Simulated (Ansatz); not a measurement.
# ZrS2, space group P-3m1: a calculation of the elastic constants

Program: Ansatz's Python interface.

Script `run_elastic.py`:
```python
"""Stiffness tensor and moduli of ZrS2."""

from dataclasses import dataclass
import warnings

import ansatz as az
import numpy as np


@dataclass(frozen=True)
class Settings:
    functional: str = "pbe"
    occupations: str = "fixed"
    kmesh: tuple[int, ...] = (12, 12, 4)


opts = Settings()

warnings.simplefilter("ignore", az.DeckWarning)

crystal = (
    az.Lattice.of((3.691383, 0.0, 0.0), (-1.845691, 3.196831, 0.0), (0.0, 0.0, 6.041077))
    .atom("Zr", (0.0, 0.0, 0.0))
    .atom("S", (2 / 3, 1 / 3, 0.76209))
    .atom("S", (1 / 3, 2 / 3, 0.23791))
)

base = crystal.calculation().functional(opts.functional).occupations(opts.occupations).kpoints(*opts.kmesh)
out = base.elastic("clamped-ion", amplitude=0.005).run(threads=1, pin="off")
elastic = out.elastic

print(np.array2string(np.round(elastic.c_gpa, 1) + 0.0, suppress_small=True))
print("Voigt stress of the unstrained cell (GPa, tension positive):", np.round(elastic.sigma0_gpa, 3) + 0.0)
print("smallest eigenvalue of C:", round(elastic.stability.min_eigenvalue_gpa, 1), "GPa; tensor positive definite:", elastic.stability.min_eigenvalue_gpa > 0)
# averaged moduli need a positive definite tensor
if elastic.stability.min_eigenvalue_gpa > 0:
    m = elastic.moduli
    print(f"K = {m.k_hill_gpa:.1f}, G = {m.g_hill_gpa:.1f}, E = {m.youngs_gpa:.1f} GPa, Poisson ratio {m.poisson:.3f}, K/G = {m.k_hill_gpa / m.g_hill_gpa:.2f}")
```

`python run_elastic.py` gives:
```text
[[167.2  54.7  62.5 -21.9   0.    0. ]
 [ 54.7 167.2  62.5  21.9   0.    0. ]
 [ 63.6  63.6 109.8   0.    0.    0. ]
 [-21.9  21.9   0.   68.7   0.    0. ]
 [  0.    0.    0.    0.   68.7 -21.9]
 [  0.    0.    0.    0.  -21.9  56.2]]
Voigt stress of the unstrained cell (GPa, tension positive): [-0.109 -0.109 -1.203  0.     0.     0.   ]
smallest eigenvalue of C: 39.7 GPa; tensor positive definite: True
K = 88.1, G = 51.6, E = 129.5 GPa, Poisson ratio 0.255, K/G = 1.71
```

Reading the output:
- No spin polarisation was allowed.
- The Fermi level of a run with fixed occupations marks the highest occupied state on its mesh, not mid-gap.
- A positive definite tensor excludes instabilities under uniform strain alone; phonons elsewhere in the zone can still be imaginary.
- The cell stands under an uneven stress, so these stress-strain coefficients aren't symmetric, and eigenvalues smaller than that stress decide nothing.
- These are clamped-ion constants: where atoms have free coordinates under strain, the relaxed-ion ones can be far smaller or negative, so this tensor doesn't settle whether the crystal is stable.
- The structure comes from a database of computed cells and needn't be a stable or known phase.
- The constants belong to the cell that was strained; where it wasn't relaxed first it may be under stress.
- Finished in 110 s on 1 thread of Intel(R) Xeon(R) Processor @ 2.30GHz, with other jobs on the host, peak memory 0.76 GiB.

(A comment or docstring line of the script was reworded after the run, the code is as it ran.)
